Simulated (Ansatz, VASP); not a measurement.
One calculation of Mg, two programs

File INCAR:

```
PREC     = Accurate       # precision mode
ENCUT    = 600            # plane-wave cutoff, eV
EDIFF    = 1E-7           # SCF threshold, eV
ISMEAR   = -1             # smearing method
SIGMA    = 0.05           # smearing width, eV
LREAL    = False          # projectors in reciprocal space
LASPH    = True           # aspherical terms in the spheres
NELM     = 100            # most SCF steps
ALGO     = Normal         # electronic algorithm
ISIF     = 3              # what is computed and relaxed
LWAVE    = False          # write WAVECAR
LCHARG   = False          # write CHGCAR
GGA      = PE             # functional
IVDW     = 12             # dispersion correction
IBRION   = 2              # ionic algorithm
NSW      = 80             # ionic steps
EDIFFG   = -0.005         # ionic threshold
```

The input KPOINTS:

```
regular mesh
0
Gamma
  10 10 5
```

POSCAR

```
Mg
1.0
    3.2093000000      0.0000000000      0.0000000000
   -1.6046500000      2.7793353284      0.0000000000
    0.0000000000      0.0000000000      5.2103000000
Mg
2
Direct
    0.6666666667      0.3333333333      0.7500000000
    0.3333333333      0.6666666667      0.2500000000
```

Contents of input.yaml:

```yaml
crystal:
  lattice:
    - [3.2093, 0.0, 0.0]
    - [-1.60465, 2.7793353284, 0.0]
    - [0.0, 0.0, 5.2103]
  atoms:
    - { symbol: Mg, position: [0.6666666667, 0.3333333333, 0.75] }
    - { symbol: Mg, position: [0.3333333333, 0.6666666667, 0.25] }
kpoints:
  mp_grid: { grid: [10, 10, 5] }
scf:
  occupations: { method: fermi_dirac, width: 0.05 }
hamiltonian:
  xc: pbe
  dispersion: d3bj
  pseudopotentials: { kind: all_electron, lapw: { basis_error: 0.001 } }
output:
  forces: true
  stress: true
relax:
  f_tol: 0.005
  max_steps: 60
  cell: {}
```

Alike in both runs: task relaxation of cell and atoms; functional PBE; dispersion D3(BJ); k mesh 10 × 10 × 5; occupations fermi-dirac, width 0.05 eV; no spin polarisation.

|  | VASP | Ansatz |
| --- | --- | --- |
| version | VASP 6.6.1 | Ansatz 0.2.0 |
| potentials or method | VASP PAW PBE potentials, release 64 (Mg) | all-electron LAPW, scalar-relativistic |
| plane-wave cutoff (eV) | 600 | see its input |

```csv
,VASP,Ansatz,Ansatz less VASP
relaxed volume (Å³/atom),21.72,21.77,+0.051
relaxed cell length with the largest relative difference (Å),5.190,5.194,+0.0043
energy change over the relaxation (meV/atom),-14,-13,+1.0
```

Ansatz ran all-electron here, so the differences hold the error of VASP's frozen core and of both bases.

Caveats: pairwise dispersion overbinds metals, which lowers pressure and volume (VASP).
